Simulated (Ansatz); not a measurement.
**SnO: relaxation of cell and atoms with PBEsol+D4**

The system is SnO.

```
Sn O
1.0
     3.81370    0.00000    0.00000
     0.00000    3.81370    0.00000
     0.00000    0.00000    4.88691
Sn O
2 2
Direct
  0.50000 0.00000 0.76463
  0.00000 0.50000 0.23537
  0.00000 0.00000 0.00000
  0.50000 0.50000 0.00000
```

The cell is a database's computed one.

- Program: Ansatz 0.2.0
- Task: relaxation of cell and atoms
- Functional: PBEsol
- Dispersion: D4
- Potentials or basis: Ansatz PAW
- Cutoff: 420 eV (not typed: the program's choice for these potentials)
- k mesh: 7 × 7 × 6
- Occupations: fermi-dirac, width 0.05 eV
- Spin: no spin polarisation

```json
{"Relaxed volume": "16.49 Å³/atom", "Relaxed cell": "a = 3.782 Å, b = 3.782 Å, c = 4.613 Å, α = 90.00°, β = 90.00°, γ = 90.00°", "Space group after relaxing (to 0.05 Å)": "P4/nmm (No. 129)", "Energy gained by relaxing": "10.3 meV/atom", "Ionic steps": "9", "Pressure after relaxing": "0.0 GPa"}
```

The path:
| step | energy change (eV) | largest force (eV/Å) | volume (Å³) |
| --- | --- | --- | --- |
| 1 | 0.0000 | 0.0776 | 71.08 |
| 2 | -0.0404 | 0.4046 | 65.50 |
| 3 | -0.0455 | 0.2619 | 66.13 |
| 4 | -0.0500 | 0.0014 | 66.48 |
| 5 | -0.0506 | 0.0066 | 66.38 |
| 6 | -0.0506 | 0.0006 | 66.38 |
| 7 | -0.0406 | 0.0025 | 66.38 |
| 8 | -0.0424 | 0.0012 | 65.97 |
| 9 | -0.0412 | 0.0017 | 65.97 |

Final structure:
```
Sn O
1.0
     3.78157    0.00000    0.00000
     0.00000    3.78157    0.00000
     0.00000    0.00000    4.61302
Sn O
2 2
Direct
  0.50000 0.00000 0.74967
  0.00000 0.50000 0.25033
  0.00000 0.00000 0.00000
  0.50000 0.50000 0.00000
```

It took 47 s on 2 threads of Intel(R) Xeon(R) Processor @ 2.50GHz (Skylake/Cascade Lake), with other jobs on the host, peak memory 0.41 GiB.

Caveat: the plane-wave basis is chosen anew once the cell has moved, so the energies of steps on either side of that aren't comparable; the pressure holds a Pulay correction of +0.5 GPa for the finite cutoff; the PAW data sets come from PBE, with cores solved anew for the run's functional, which leaves a small shift of forces and pressure.
